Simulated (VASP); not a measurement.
Input of a VASP 6.6.1 run:

INCAR

```
SYSTEM = SiC
ALGO = Normal ; EDIFF = 1E-6
ENCUT = 520 ; GGA = PE
ISIF = 2 ; ISMEAR = 0
KPAR = 8 ; LASPH = .TRUE.
LCHARG = .FALSE. ; LREAL = .FALSE.
LWAVE = .FALSE. ; NELM = 60
PREC = Accurate ; SIGMA = 0.02
```

The input KPOINTS:

```
k-points
0
G
  8 5 5
  0 0 0
```

File POSCAR:

```
SiC                                     
1.0
    3.0865822896      0.0000000000      0.0000000000
    0.0000000000      5.0002633091      0.0000000000
    0.0000000000      0.0000000000      5.3636727362
  Si              C             
     4     4
Direct
     0.0000000000000000    0.9997116655440712    0.3334711040516070
     0.5000000000000000    0.9997116655440712    0.8334711040516070
     0.5000000000000000    0.4997116655440713    0.1665288959483931
     0.0000000000000000    0.4997116655440713    0.6665288959483930
     1.0000000000000000    0.6222883344559287    0.3335010745401200
     0.5000000000000000    0.6222883344559287    0.8335010745401201
     0.5000000000000000    0.1222883344559286    0.1664989254598800
     0.0000000000000000    0.1222883344559286    0.6664989254598799
```

Contents of KPOINTS_OPT:

```
path GXSYGZURTZ,YT,UX,SR
20
line-mode
reciprocal
 0.0000000000  0.0000000000  0.0000000000  G
 0.5000000000  0.0000000000  0.0000000000  X

 0.5000000000  0.0000000000  0.0000000000  X
 0.5000000000  0.5000000000  0.0000000000  S

 0.5000000000  0.5000000000  0.0000000000  S
 0.0000000000  0.5000000000  0.0000000000  Y

 0.0000000000  0.5000000000  0.0000000000  Y
 0.0000000000  0.0000000000  0.0000000000  G

 0.0000000000  0.0000000000  0.0000000000  G
 0.0000000000  0.0000000000  0.5000000000  Z

 0.0000000000  0.0000000000  0.5000000000  Z
 0.5000000000  0.0000000000  0.5000000000  U

 0.5000000000  0.0000000000  0.5000000000  U
 0.5000000000  0.5000000000  0.5000000000  R

 0.5000000000  0.5000000000  0.5000000000  R
 0.0000000000  0.5000000000  0.5000000000  T

 0.0000000000  0.5000000000  0.5000000000  T
 0.0000000000  0.0000000000  0.5000000000  Z

 0.0000000000  0.5000000000  0.0000000000  Y
 0.0000000000  0.5000000000  0.5000000000  T

 0.5000000000  0.0000000000  0.5000000000  U
 0.5000000000  0.0000000000  0.0000000000  X

 0.5000000000  0.5000000000  0.0000000000  S
 0.5000000000  0.5000000000  0.5000000000  R
```

Potentials or basis: VASP PAW PBE potentials, release 64 (Si, C).

Launch:

```sh
$ cat potpaw_PBE.64/Si/POTCAR potpaw_PBE.64/C/POTCAR > POTCAR
$ mpirun -np 8 vasp_std > vasp.out
```

(1) Predict the largest force.

(2) What does it give for the pressure?

Results:

(1) 0.005 eV/Å.

(2) 3.2 GPa.
